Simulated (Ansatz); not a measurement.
Mn, alpha-Mn (A12): geometry optimisation

The calculation used Ansatz 0.2.0, DFT, PBEsol, plane waves (420 eV) with PAW, scalar-relativistic. (PAW data from PBE, frozen cores regenerated.)

k-point mesh 3×3×3, Fermi-Dirac smearing 0.05 eV, starting moments 3.00, -2.50 ×4, 0.60 ×12, -0.60 ×12 μB. Cell and atoms relax.

Starting structure:

```yaml
crystal:
  lattice:
    - [-4.4, 4.4, 4.4]
    - [4.4, -4.4, 4.4]
    - [4.4, 4.4, -4.4]
  atoms:
    - { symbol: Mn, position: [0.366, 1.0, 1.0], spin: -2.5 }
    - { symbol: Mn, position: [0.609, 0.323, 0.0], spin: 0.6 }
    - { symbol: Mn, position: [0.609, 0.0, 0.323], spin: 0.6 }
    - { symbol: Mn, position: [0.811, 0.633, 1.0], spin: -0.6 }
    - { symbol: Mn, position: [0.811, 0.0, 0.633], spin: -0.6 }
    - { symbol: Mn, position: [0.822, 0.189, 0.189], spin: -0.6 }
    - { symbol: Mn, position: [0.0, 0.366, 0.0], spin: -2.5 }
    - { symbol: Mn, position: [0.323, 0.609, 0.0], spin: 0.6 }
    - { symbol: Mn, position: [0.0, 0.609, 0.323], spin: 0.6 }
    - { symbol: Mn, position: [0.633, 0.811, 0.0], spin: -0.6 }
    - { symbol: Mn, position: [1.0, 0.811, 0.633], spin: -0.6 }
    - { symbol: Mn, position: [0.189, 0.822, 0.189], spin: -0.6 }
    - { symbol: Mn, position: [0.0, 0.0, 0.366], spin: -2.5 }
    - { symbol: Mn, position: [0.0, 0.323, 0.609], spin: 0.6 }
    - { symbol: Mn, position: [0.323, 0.0, 0.609], spin: 0.6 }
    - { symbol: Mn, position: [0.0, 0.633, 0.811], spin: -0.6 }
    - { symbol: Mn, position: [0.633, 1.0, 0.811], spin: -0.6 }
    - { symbol: Mn, position: [0.189, 0.189, 0.822], spin: -0.6 }
    - { symbol: Mn, position: [0.0, 0.0, 0.0], spin: 3.0 }
    - { symbol: Mn, position: [0.634, 0.634, 0.634], spin: -2.5 }
    - { symbol: Mn, position: [0.391, 0.391, 0.714], spin: 0.6 }
    - { symbol: Mn, position: [0.714, 0.391, 0.391], spin: 0.6 }
    - { symbol: Mn, position: [0.391, 0.714, 0.391], spin: 0.6 }
    - { symbol: Mn, position: [0.677, 0.677, 0.286], spin: 0.6 }
    - { symbol: Mn, position: [0.286, 0.677, 0.677], spin: 0.6 }
    - { symbol: Mn, position: [0.677, 0.286, 0.677], spin: 0.6 }
    - { symbol: Mn, position: [0.367, 0.367, 0.178], spin: -0.6 }
    - { symbol: Mn, position: [0.178, 0.367, 0.367], spin: -0.6 }
    - { symbol: Mn, position: [0.367, 0.178, 0.367], spin: -0.6 }
hamiltonian:
  xc: pbesol
  pseudopotentials:
    kind: paw
    azcp:
      Mn: "pseudopotentials/Mn.paw.azcp"
basis:
  ecutwfc: 420
  fft_grid_basis: typed
kpoints:
  mp_grid: { grid: [3, 3, 3], shift: [0, 0, 0] }
magnetization:
  spin_polarized: true
scf:
  occupations: { method: fermi_dirac, width: 0.05 }
relax:
  max_steps: 60
  f_tol: 0.02
  cell: {}
```

Task: The pressure at the start is -21.6 GPa. By how much does the volume change?

Result: From 11.75 to 10.54 Å³ per atom, -10.3 %. The final cell has a = 8.487 Å.

Task: How much energy does the relaxation gain?

Result: 98.3 meV per atom.

Task: Which magnetic state does it end in?

Result: ferrimagnetic, largest moment 2.41 μB in the atomic sphere; moments 2.41, -1.52 ×4, 0.20 ×12, -0.06 ×12 μB.
